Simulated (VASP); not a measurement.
# Relaxed cell of TiO2 (Rutile): a test of cutoff and mesh, part 2 of 2

How far does the relaxed cell of TiO2 (Rutile) depend on cutoff and k mesh? The starting structure is a measured crystal structure from the Crystallography Open Database. The first relaxation on each setting starts from this cell expanded by 3 % in volume.

VASP 6.6.1.

Results so far: reference 10.36 Å³ an atom; a cutoff of 400 eV 10.07 Å³ an atom; a 3×3×4 mesh 10.35 Å³ an atom.

## (5) Relaxation with a cutoff of 680 eV

Level of this step: PBEsol; plane waves and PAW (Ti_sv, O) (VASP).

Against step 2 the input has ENCUT = 680. This run starts from the cell of an earlier relaxation, which isn't shown; the restart sets up the plane waves anew.

File INCAR:

```
SYSTEM = TiO2
PREC = Accurate
ENCUT = 680
EDIFF = 1E-06
NELM = 100
ISMEAR = 0
SIGMA = 0.03
LREAL = .FALSE.
ALGO = Normal
GGA = PS
NBANDS = 30
LASPH = .TRUE.
LORBIT = 11
LWAVE = .FALSE.
LCHARG = .FALSE.
KPAR = 8
IBRION = 2
NSW = 50
ISIF = 3
EDIFFG = -0.006
```

File POSCAR:

```
TiO2
1.0
    4.5929749330      0.0000000000      0.0000000000
    0.0000000000      4.5929749330      0.0000000000
    0.0000000000      0.0000000000      2.9421345255
Ti O
2 4
Direct
    0.5000000000      0.5000000000      0.5000000000
    0.0000000000      0.0000000000      0.0000000000
    0.8043442284      0.1956557716      0.5000000000
    0.6956557716      0.6956557716      0.0000000000
    0.1956557716      0.8043442284      0.5000000000
    0.3043442284      0.3043442284      0.0000000000
```

File KPOINTS:

```
Automatic mesh
0
Gamma
6 6 8
0 0 0
```

The projector-augmented-wave data sets are Ti_sv and O (PBE family, release 64).

The run is started by

```bash
mpirun -np 8 vasp_std
```

The program printed:

```text
[... set-up lines as in an earlier step ...]
 entering main loop
       N       E                     dE             d eps       ncg     rms          rms(c)
DAV:   1     0.732635097879E+03    0.73264E+03   -0.29026E+04  3000   0.227E+03
DAV:   2     0.567035014057E+02   -0.67593E+03   -0.64321E+03  3124   0.613E+02
DAV:   3    -0.666187114603E+02   -0.12332E+03   -0.11839E+03  4520   0.221E+02
DAV:   4    -0.723609872597E+02   -0.57423E+01   -0.57331E+01  4164   0.499E+01
[...]
DAV:  13    -0.561151034263E+02    0.20979E-03   -0.72197E-04  3668   0.263E-01    0.300E-02
DAV:  14    -0.561151026981E+02    0.72823E-06   -0.41112E-05  3716   0.574E-02    0.104E-02
DAV:  15    -0.561151033401E+02   -0.64201E-06   -0.50102E-06  3320   0.150E-02
   1 F= -.56115103E+02 E0= -.56115103E+02  d E =-.561151E+02
[...]
N       E                     dE             d eps       ncg     rms          rms(c)
DAV:   1    -0.561153703309E+02   -0.26763E-03   -0.82283E-03  4144   0.967E-01    0.150E-01
DAV:   2    -0.561151489529E+02    0.22138E-03   -0.89664E-04  3524   0.282E-01    0.610E-02
DAV:   3    -0.561151038635E+02    0.45089E-04   -0.35267E-04  3386   0.117E-01    0.160E-02
DAV:   4    -0.561151054619E+02   -0.15984E-05   -0.66449E-05  4068   0.407E-02    0.135E-02
DAV:   5    -0.561151077347E+02   -0.22729E-05   -0.36329E-06  2584   0.188E-02    0.730E-03
DAV:   6    -0.561151123329E+02   -0.45982E-05   -0.85275E-06  3804   0.125E-02    0.439E-03
DAV:   7    -0.561151126021E+02   -0.26919E-06   -0.34721E-07  1554   0.437E-03
   2 F= -.56115113E+02 E0= -.56115113E+02  d E =-.926204E-05
 trial-energy change:   -0.000009  1 .order   -0.000005   -0.000035    0.000025
 step:   0.6788(harm=  0.5775)  dis= 0.00001  next Energy=   -56.115117 (dE=-0.132E-04)
[...]
N       E                     dE             d eps       ncg     rms          rms(c)
DAV:   1    -0.561151453099E+02   -0.32977E-04   -0.83698E-04  4198   0.308E-01    0.480E-02
DAV:   2    -0.561151236770E+02    0.21633E-04   -0.94528E-05  3516   0.908E-02    0.195E-02
DAV:   3    -0.561151190599E+02    0.46171E-05   -0.35896E-05  3370   0.374E-02    0.513E-03
DAV:   4    -0.561151189227E+02    0.13720E-06   -0.66544E-06  2788   0.131E-02
   3 F= -.56115119E+02 E0= -.56115119E+02  d E =-.155826E-04
[...]
reached required accuracy - stopping structural energy minimisation
```

Run time: 23 s. Hardware: 8 MPI ranks of Intel Xeon 6975P-C (Granite Rapids), shared host; peak memory 2.4 GiB; 2.4 min of CPU time.

OUTCAR, selected parts (step 5):

```text
  Total        0.0057322      0.0057322      0.0159052      0.0000000      0.0000000      0.0000000
  in kB        0.1480636      0.1480636      0.4108319      0.0000000      0.0000000      0.0000000
  external PRESSURE =       0.2356530 kB  Pullay stress =       0.0000000 kB

 POSITION                                       TOTAL-FORCE (eV/Angst)
 -----------------------------------------------------------------------------------
      2.29608      2.29608      1.47069        -0.000000     -0.000000      0.000000
      0.00000      0.00000      0.00000        -0.000000     -0.000000      0.000000
      3.69369      0.89847      1.47069        -0.001817      0.001817      0.000000
      3.19456      3.19456      0.00000         0.001817      0.001817     -0.000000
      0.89847      3.69369      1.47069         0.001817     -0.001817      0.000000
      1.39761      1.39761      0.00000        -0.001817     -0.001817      0.000000
 -----------------------------------------------------------------------------------
    total drift:                                0.000000     -0.000000      0.000000

  FREE ENERGIE OF THE ION-ELECTRON SYSTEM (eV)
  ---------------------------------------------------
  free  energy   TOTEN  =       -56.1151189227 eV

  energy  without entropy=      -56.1151189227  energy(sigma->0) =      -56.11511892

[... 2 parts as in an earlier step ...]

[... 2 further parts left out ...]
[key lines of the parts left out:]
E-fermi :   4.9838
```

With a cutoff of 680 eV the cell ends at 10.338 Å³ an atom, -0.16 % from the reference.

## (6) Relaxation with a 6×6×10 mesh

Against step 2 the input has a 6×6×10 mesh. This run starts from the cell of an earlier relaxation, which isn't shown; the restart sets up the plane waves anew.

Edit INCAR of step 5 so:

```diff
@@ -2,3 +2,3 @@
 PREC = Accurate
-ENCUT = 680
+ENCUT = 520
 EDIFF = 1E-06
```

File POSCAR:

```
TiO2
1.0
    4.5949077140      0.0000000000      0.0000000000
    0.0000000000      4.5949077140      0.0000000000
    0.0000000000      0.0000000000      2.9427039708
Ti O
2 4
Direct
    0.5000000000      0.5000000000      0.5000000000
    0.0000000000      0.0000000000      0.0000000000
    0.8043551396      0.1956448604      0.5000000000
    0.6956448604      0.6956448604      0.0000000000
    0.1956448604      0.8043551396      0.5000000000
    0.3043551396      0.3043551396      0.0000000000
```

File KPOINTS:

```
Automatic mesh
0
Gamma
6 6 10
0 0 0
```

The run is started by

```bash
mpirun -np 8 vasp_std
```

The program printed:

```text
[... set-up lines as in an earlier step ...]
 entering main loop
       N       E                     dE             d eps       ncg     rms          rms(c)
DAV:   1     0.659448749523E+03    0.65945E+03   -0.24595E+04  3600   0.189E+03
DAV:   2     0.353113943665E+02   -0.62414E+03   -0.59247E+03  3908   0.553E+02
DAV:   3    -0.678268344103E+02   -0.10314E+03   -0.10101E+03  5412   0.204E+02
DAV:   4    -0.724126552110E+02   -0.45858E+01   -0.45798E+01  4916   0.432E+01
[...]
DAV:  13    -0.560990032813E+02    0.21330E-03   -0.70683E-04  4396   0.262E-01    0.305E-02
DAV:  14    -0.560990024232E+02    0.85805E-06   -0.43887E-05  4568   0.574E-02    0.978E-03
DAV:  15    -0.560990032513E+02   -0.82809E-06   -0.44294E-06  3810   0.138E-02
   1 F= -.56099003E+02 E0= -.56099003E+02  d E =-.560990E+02
[...]
reached required accuracy - stopping structural energy minimisation
```

It took 9.2 s on 8 MPI ranks; peak memory 1.8 GiB; 56 s of CPU time.

From OUTCAR (step 6):

```text
  Total       -0.0110703     -0.0110703     -0.0186078     -0.0000000      0.0000000      0.0000000
  in kB       -0.2854755     -0.2854755     -0.4798489     -0.0000000      0.0000000      0.0000000
  external PRESSURE =      -0.3502666 kB  Pullay stress =       0.0000000 kB

 POSITION                                       TOTAL-FORCE (eV/Angst)
 -----------------------------------------------------------------------------------
      2.29745      2.29745      1.47135         0.000000      0.000000      0.000000
      0.00000      0.00000      0.00000         0.000000      0.000000      0.000000
      3.69594      0.89897      1.47135         0.000610     -0.000610      0.000000
      3.19642      3.19642      0.00000        -0.000610     -0.000610      0.000000
      0.89897      3.69594      1.47135        -0.000610      0.000610      0.000000
      1.39848      1.39848      0.00000         0.000610      0.000610     -0.000000
 -----------------------------------------------------------------------------------
    total drift:                                0.000000      0.000000      0.000000

  FREE ENERGIE OF THE ION-ELECTRON SYSTEM (eV)
  ---------------------------------------------------
  free  energy   TOTEN  =       -56.0990032513 eV

  energy  without entropy=      -56.0990032513  energy(sigma->0) =      -56.09900325

[... 1 part as in an earlier step ...]

[... 3 further parts left out ...]
[key lines of the parts left out:]
E-fermi :   5.0027
```

With a 6×6×10 mesh the cell ends at 10.355 Å³ an atom, +0.00 % from the reference.

## (7) Comparison

```
               run  volume (Å³/atom)  change (%)  pressure left (GPa)  core minutes
         reference            10.355           -                -0.04          5.89
a cutoff of 400 eV            10.069       -2.76                -0.06           8.8
      a 3×3×4 mesh            10.352       -0.03                  0.0          2.72
a cutoff of 680 eV            10.338       -0.16                 0.02          10.5
     a 6×6×10 mesh            10.355         0.0                -0.04          6.56
```

Core minutes are wall time times ranks, summed over the relaxations behind a row (those for a bulk modulus apart), on shared hosts.

## (8) Results

| Quantity | Value |
| --- | --- |
| volume of the reference | 10.36 Å³/atom |
| volume against the reference, a cutoff of 400 eV | -2.76 % |
| volume against the reference, a 3×3×4 mesh | -0.03 % |
| volume against the reference, a cutoff of 680 eV | -0.16 % |
| volume against the reference, a 6×6×10 mesh | +0.00 % |

The volume moves most with a cutoff of 400 eV: -2.76 % against the reference (520 eV, 6×6×8 mesh). On finer settings it changes by -0.16 % with a cutoff of 680 eV and +0.00 % with a 6×6×10 mesh, not denser along every axis. The relaxations stop with up to 0.06 GPa left, which at a bulk modulus of 50 GPa, to name a scale, is 0.11 % of the volume, and more along a soft axis. That understates it: a restart alone still moved the volume by up to 0.7 %. A cell that shrinks at the lower cutoff is the usual mark of Pulay stress, the error that a plane-wave basis makes when it is kept while the volume changes. Further runs on this material are not shown.

[Lines on the potential files, build, host, timing and source positions are cut from VASP's logs without a mark.]

[Logs are printed without paths, hosts, clocks, repeated set-up lines and the standing remarks that a program may print on its own settings, such as how far it seeks lower states.]

[Hosts, paths, dates, database ids (printed as entryN), source tags and the programs' standing remarks are cut or masked in the printed files.]
